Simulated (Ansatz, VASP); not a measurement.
One calculation of Hf, two programs

File INCAR:

```
PREC = Accurate ; ENCUT = 520
EDIFF = 1E-7 ; ISMEAR = -1
SIGMA = 0.1 ; LREAL = F
LASPH = T ; NELM = 80
ALGO = Normal ; ISIF = 2
LWAVE = F ; LCHARG = F
GGA = PS ; NBANDS = 11
```

File KPOINTS:

```
Automatic mesh
0
Gamma
  14 14 14
```

POSCAR

```
Hf
1.0
    0.0000000000      2.1798202902      2.1798202902
    2.1798202902      0.0000000000      2.1798202902
    2.1798202902      2.1798202902      0.0000000000
Hf
1
Direct
    0.0000000000      0.0000000000      0.0000000000
```

Input for Ansatz:

```yaml
crystal:
  lattice:
    - [0.0, 2.1798202902, 2.1798202902]
    - [2.1798202902, 0.0, 2.1798202902]
    - [2.1798202902, 2.1798202902, 0.0]
  atoms:
    - { symbol: Hf, position: [0.0, 0.0, 0.0] }
hamiltonian:
  xc: pbesol
  pseudopotentials:
    kind: paw
    azcp:
      Hf: "pseudopotentials/Hf.paw.azcp"
basis:
  ecutwfc: 420
  fft_grid_basis: typed
kpoints:
  mp_grid: { grid: [14, 14, 14], shift: [0, 0, 0] }
magnetization:
  spin_polarized: false
scf:
  occupations: { method: fermi_dirac, width: 0.1 }
  lower_state_search: "off"
output:
  stress: true
  write_density: true
  write_potential: true
  elf: true
  volumetric_format: npy
```

Alike in both runs: task single point; functional PBEsol; k mesh 14 × 14 × 14; occupations fermi-dirac, width 0.1 eV; no spin polarisation.

```csv
,VASP,Ansatz
version,VASP 6.6.1,Ansatz 0.2.0
potentials or method,"VASP PAW PBE potentials, release 64 (Hf_pv)","plane waves (420 eV) with PAW, scalar-relativistic"
plane-wave cutoff (eV),520,420
valence electrons in the cell,10,26
```

VASP gave:

* pressure (GPa): 4.5

Task: What did Ansatz give for the same quantities?

Result: Pressure (GPa): 4.8.

With one functional, cell and mesh, what is left measures potentials, basis and numerics. The two sets of potentials don't hold the same shells in valence. Ansatz warned: «pseudo_functional_mismatch».

Caveats: the PAW data sets were made with another functional, which shifts forces and pressure a little (VASP). Spin-orbit coupling is left out, which matters for the levels of Hf.
